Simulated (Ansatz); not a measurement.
## Convergence of Ti$_{2}$O with the k-point mesh

These are results of Ansatz 0.2.0, DFT PBEsol, scalar-relativistic, plane waves, PAW, not measurements.

```cif
data_structure
_symmetry_space_group_name_H-M 'P 1'
_symmetry_Int_Tables_number 1
_cell_length_a 2.9437
_cell_length_b 2.9214
_cell_length_c 4.7079
_cell_angle_alpha 88.475
_cell_angle_beta 91.821
_cell_angle_gamma 119.472
_cell_volume 35.23
loop_
_atom_site_label
_atom_site_type_symbol
_atom_site_fract_x
_atom_site_fract_y
_atom_site_fract_z
_atom_site_occupancy
Ti1 Ti 0.67555 0.33483 0.28285 1
Ti2 Ti 0.32495 0.66150 0.71020 1
O1 O 0.00146 0.98410 0.99723 1
```

* plane-wave cutoff: 420 eV
* occupation rule: Gaussian smearing, 0.1 eV
* spin treatment: unpolarised

The atoms stay fixed while the k-point mesh is varied. ΔE is the energy extrapolated to zero smearing, less that of the reference run (12×12×6). The cell was strained and its atoms displaced at random, so that forces don't vanish. The meshes are Γ-centred. Pressure is positive in compression.

Times are rough; the reference took 46 s on 1 thread of Intel(R) Xeon(R) Processor @ 2.50GHz (Skylake/Cascade Lake) (shared host), peak memory 0.59 GiB.

Problem. Tried: 1×1×1, 4×4×2, 6×6×4, 8×8×4, 12×12×6. From which k-point mesh on does the energy per atom stay within 100, 10 and 1 meV of the reference?

Solution. 4×4×2 for 100 meV, 4×4×2 for 10 meV, none but the reference for 1 meV. The reference itself isn't shown to be converged. At 4×4×2, where the energy is within 10 meV, force components still miss by up to 0.250 eV/Å, where the largest force is 2.249 eV/Å.

| mesh | ΔE (meV/atom) | P (GPa) | largest change of a force component (eV/Å) | irreducible points | wall time (s) |
| --- | --- | --- | --- | --- | --- |
| 1×1×1 | 1935 | 61.97 | 1.923 | 1 | 1.7 |
| 4×4×2 | -6.06 | 2.49 | 0.250 | 20 | 3.5 |
| 6×6×4 | 1.29 | 2.59 | 0.066 | 76 | 8.7 |
| 8×8×4 | 1.76 | 2.56 | 0.007 | 132 | 15 |
| 12×12×6 | 0.00 | 2.49 | 0.000 | 436 | 46 |